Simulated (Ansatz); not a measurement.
## BaTiO3 (Pm-3m): a many-body input that goes wrong, and its mend

Aim: the G0W0 gap of BaTiO3 (Pm-3m). The first input has a fault.

Method: G0W0 on PBE, plane waves, PAW, in Ansatz 0.2.0.

### 1. The structure

Symmetry: Pm-3m, No. 221, cubic system. Conventional cell: a = 4.006 Å, b = 4.006 Å, c = 4.006 Å, α = 90.00°, β = 90.00°, γ = 90.00°. Ba has 12 O at 2.83 Å nearest. Nearest to Ti lie 6 O at 2.00 Å. Nearest to O lie 2 Ti at 2.00 Å and 4 Ba at 2.83 Å. Farther neighbours and most contacts between anions are not listed.

The cell and positions come from the Crystallography Open Database and are kept as given unless a step says otherwise. Spin-orbit coupling is left out unless a step names it. The default PAW set here is soft_1. Its files were made with PBE.

### 2. First try

Contents of input.yaml:

```yaml
crystal:
  lattice:
    - [4.006, 0.0, 0.0]
    - [0.0, 4.006, 0.0]
    - [0.0, 0.0, 4.006]
  atoms:
    - { symbol: Ba, position: [0.5, 0.5, 0.5] }
    - { symbol: Ti, position: [0.0, 0.0, 0.0] }
    - { symbol: O, position: [0.5, 0.0, 0.0] }
    - { symbol: O, position: [0.0, 0.5, 0.0] }
    - { symbol: O, position: [0.0, 0.0, 0.5] }
kpoints:
  mp_grid: { grid: [4, 4, 4], shift: [0.5, 0.5, 0.5] }
hamiltonian:
  xc: pbe
  pseudopotentials: { kind: paw, azcp: { folder: "./paw" } }
scf:
  occupations: { method: fixed }
gw:
  n_empty_bands: 67
  ecut_chi: 60
  qp_bands: [v2, c2]
  qp_kpoints: band_edges
  screening: { model: contour_deformation }
```

Run with:

```sh
$ ansatz run input.yaml --threads 3 --pin off --max-ram 92160MiB --backend cpu --events-out ev --progress --plain --runs-dir out
```

Numbers of over 12 decimals in the logs are rounded to 6 here.

Log:

```text
Error: gw: with kpoints.mp_grid.shift ≠ [0,0,0] (counting kpoints.further_shifts) — the screening and self-energy sums and their Coulomb-singularity correction are built for an unshifted (Γ-centred) SCF mesh only — a shifted mesh is not wired; use shift: [0,0,0]
```

Run time: 0.03 s. Hardware: 3 threads of AMD EPYC 7R13 (Zen 3), shared host; peak memory 0.039 GiB.

Q: What is the fault?

The input was rejected at the start.

The program's message: “Error: gw: with kpoints.mp_grid.shift ≠ [0,0,0] (counting kpoints.further_shifts) — the screening and self-energy sums and their Coulomb-singularity correction are built for an unshifted (Γ-centred) S …”

The fault: shifted k mesh. The sums over q need a Γ-centred mesh.

### 3. A better input

G0W0 replaces the xc potential by the self-energy, built once from these orbitals. Only a window of levels is corrected, while the sums run over the empty bands that the input names.

Edit input.yaml of step 2 so:

```diff
@@ -12,3 +12,3 @@
 kpoints:
-  mp_grid: { grid: [4, 4, 4], shift: [0.5, 0.5, 0.5] }
+  mp_grid: { grid: [4, 4, 4] }
 hamiltonian:
@@ -19,4 +19,4 @@
 gw:
-  n_empty_bands: 67
-  ecut_chi: 60
+  n_empty_bands: 83
+  ecut_chi: 69
   qp_bands: [v2, c2]
```

Run with:

```sh
$ ansatz run input.yaml --threads 3 --pin off --max-ram 92160MiB --backend cuda --events-out ev --progress --plain --runs-dir out --devices 1 --max-vram 13GiB
```

Log:

```text
GPUs: using 1 of 1 available (devices: 1).
[...]
device memory: the entry about to start is reckoned to put 0.6 GiB on a device that reports 63.2 GiB free (of which the cap on the GPU budget leaves the run 13.0 GiB)
GPU FFT provider: cuFFT
GPU libraries: cuBLAS 13.8.2, cuFFT 12.4.0, cuSOLVER 12.3.4
Crystal: 5 atoms, lattice volume = 64.288 Å³
Basis set: ecut = 420 eV, 1237 PW (Γ)
Bands: 25, of which v1, the nominal top of the filled ones, is band 20 counted from 1 (19 counted from 0)
Symmetry: 48 space group operations
[...]
k-points: 10 of 64
[...]
GPU buffer pool allocated for 19683 grid points (all kernels)
GPU transforms: local potential and band sums: pruned to the plane-wave sphere, on 27×27×27
[...]
SCF iter   1: F=—  HF=-10160.049957 eV  |F-HF|=—  |Δ(HF+E_count)|=         —  Δρ=5.09e-2  dr2=2.06e0  ethr=3.10e-3  ⟨swp⟩=4.5  Hψ=957  notcnv=0  defer=17
[...]
4    22     13.7484   -14.7581    -6.7652   -23.0608  0.6844    15.3902    15.2858  root ?
[...]
5    21     13.7583   -14.7451    -6.8125   -23.0977  0.6838    15.4041    15.2984  root ?
     5    22     13.7583   -14.7451    -6.8125   -23.0977  0.6838    15.4041    15.2984  root ?
[...]
7    22     13.9560   -14.2508    -7.0626   -22.8412  0.6828    15.5943    15.4837  root ?
     8    19      9.7354   -25.2357     5.0824   -20.1163  0.7103     9.6984     9.6984  root
     8    20     10.2132   -25.7866     5.1106   -20.7033  0.7140    10.2405    10.2405  root
     8    21     14.0599   -14.7032    -7.0589   -23.2981  0.6772    15.7108    15.5960  root ?
     8    22     14.0599   -14.7032    -7.0589   -23.2981  0.6772    15.7108    15.5960  root ?
     9    19     10.2372   -25.8486     5.1131   -20.7734  0.7141    10.2751    10.2751  root
     9    20     10.2372   -25.8486     5.1131   -20.7734  0.7141    10.2751    10.2751  root
     9    21     14.4133   -14.7030    -7.4632   -23.7019  0.6629    16.0714    15.9489  root ?
     9    22     14.4133   -14.7030    -7.4632   -23.7019  0.6629    16.0714    15.9489  root ?
[key lines of the parts left out:]
SCF converged after 8 iterations
Free energy (F): -10159.715939 eV
Fermi energy:    10.237247 eV
```

Wall time 17 s (1 × NVIDIA H100 80GB HBM3 (shared by 6 runs) with 3 threads); peak memory 1 GiB.

In the SCF lines HF is the Harris–Foulkes energy and dr2 the Hartree energy of the density residual, in eV; the loop may stop once dr2 is under the threshold and the program's other checks hold. Hψ counts applications of the Hamiltonian.

This step gave:

```
bands summed                                 : 103
RPA ε∞ on this mesh (eigenvalues)            : 7.090, 7.090, 7.090
plane waves in the screening matrix          : 81
q-points in the mesh                         : 64
G0W0 gap on the mesh                         : 3.219 eV
k of the valence top                         : -0.5, -0.5, -0.5
k of the conduction bottom                   : 0, 0, 0
starting gap on the mesh                     : 1.791 eV
Z at the valence top                         : 0.7141
Z at the conduction bottom                   : 0.7310
least direct G0W0 gap on the computed points : 3.300 eV
```

The gap on the mesh goes from 1.79 eV to 3.22 eV, a correction of +1.43 eV. Between the two edge states, bare exchange in place of the xc potential would open the gap by 12.73 eV, and correlation takes back 11.30 eV.

### 4. What came out

```json
{
  "first try": "refused after 0.03 s",
  "better run": "G0W0 gap on the mesh 3.22 eV (4×4×4 mesh, 83 empty bands, screening to 69 eV)"
}
```

The second run differs in: empty bands, screening cutoff (eV) and mesh shift. Bands and cutoff are finite, so the gap is not at the basis limit. The miss can reach some tenths of an eV and take either sign; the mesh is an error of its own. The 4×4×4 mesh is coarse for this cell (its supercell is 16 Å along the shortest edge). The RPA ε∞ on it, from the PBE start, is 7.09; such meshes misread the long-range screening, most where the gap is narrow. This is the ideal cubic cell; many perovskites, halides above all, are cubic only on average, and local tilts or off-centring can widen the gap. The many-body steps are scalar-relativistic: spin-orbit coupling is not in them.

[Paths, hosts, dates, memory and timing lines, banners, echoed tables and standing remarks are left out of the program output.]

[Logs are printed without paths, hosts, clocks, repeated set-up lines and the standing remarks that a program may print on its own settings, such as how far it seeks lower states.]

[Runs of the session that timed out or met a known fault of the program may be left out.]

[Cells called generated may have been cut or substituted from an entry of the Crystallography Open Database or the Materials Project.]

[Hosts, paths, dates, database ids (printed as entryN), source tags and the programs' standing remarks are cut or masked in the printed files.]
